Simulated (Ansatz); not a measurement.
Crystal: HfO2.

```
Hf O
1.0
     5.21946    0.00000    0.00000
     0.00000    5.00476    0.00000
     0.00000    0.00000    5.03269
Hf O
4 8
Direct
  0.96699 0.73252 0.74144
  0.53301 0.73252 0.24144
  0.46699 0.26748 0.74144
  0.03301 0.26748 0.24144
  0.63213 0.92865 0.87927
  0.86787 0.92865 0.37927
  0.23395 0.53988 0.49229
  0.26605 0.53988 0.99229
  0.76605 0.46012 0.99229
  0.73395 0.46012 0.49229
  0.13213 0.07135 0.87927
  0.36787 0.07135 0.37927
```

Measurements of this composition are mostly on another form, of space group No. 14.

* Program: Ansatz 0.2.0
* Task: relaxation of cell and atoms
* Functional: PBEsol
* Potentials or basis: Ansatz PAW
* Cutoff: 420 eV (not typed: the program's choice for these potentials)
* k mesh: 4 × 5 × 4
* Occupations: fermi-dirac, width 0.05 eV
* Spin: no spin polarisation
* Hubbard terms: Hf d U = 5 eV

At the start: volume 10.96 Å³/atom.

Q: Where does the relaxation end?

A: It ends after 9 steps and the volume is 11.38 Å³/atom (+3.9 %); space group Pca2_1 (No. 29, to 0.05 Å).

The path:
```csv
step,energy change (eV),largest force (eV/Å),volume (Å³)
1,0.0000,0.2430,131.46
2,-0.1050,0.1870,137.16
3,-0.1178,0.1437,136.44
4,-0.1222,0.0783,136.19
5,-0.1234,0.0173,136.40
6,-0.1237,0.0064,136.37
7,-0.1554,0.0049,136.37
8,-0.1545,0.0010,136.60
9,-0.1558,0.0010,136.60
```

Final structure:
```cif
data_structure
_symmetry_space_group_name_H-M 'P 1'
_symmetry_Int_Tables_number 1
_cell_length_a 5.2692
_cell_length_b 5.0811
_cell_length_c 5.1022
_cell_angle_alpha 90.000
_cell_angle_beta 90.000
_cell_angle_gamma 90.000
_cell_volume 136.60
loop_
_atom_site_label
_atom_site_type_symbol
_atom_site_fract_x
_atom_site_fract_y
_atom_site_fract_z
_atom_site_occupancy
Hf1 Hf 0.96768 0.73368 0.73788 1
Hf2 Hf 0.53232 0.73368 0.23788 1
Hf3 Hf 0.46768 0.26632 0.73788 1
Hf4 Hf 0.03232 0.26632 0.23788 1
O1 O 0.63699 0.93124 0.88454 1
O2 O 0.86301 0.93124 0.38454 1
O3 O 0.23517 0.53711 0.49057 1
O4 O 0.26483 0.53711 0.99057 1
O5 O 0.76483 0.46289 0.99057 1
O6 O 0.73517 0.46289 0.49057 1
O7 O 0.13699 0.06876 0.88454 1
O8 O 0.36301 0.06876 0.38454 1
```

Caveat: the plane-wave basis is chosen anew once the cell has moved, so the energies of steps on either side of that aren't comparable; the pressure holds a Pulay correction of +0.9 GPa for the finite cutoff; the PAW data sets come from PBE, with cores solved anew for the run's functional, which leaves a small shift of forces and pressure.
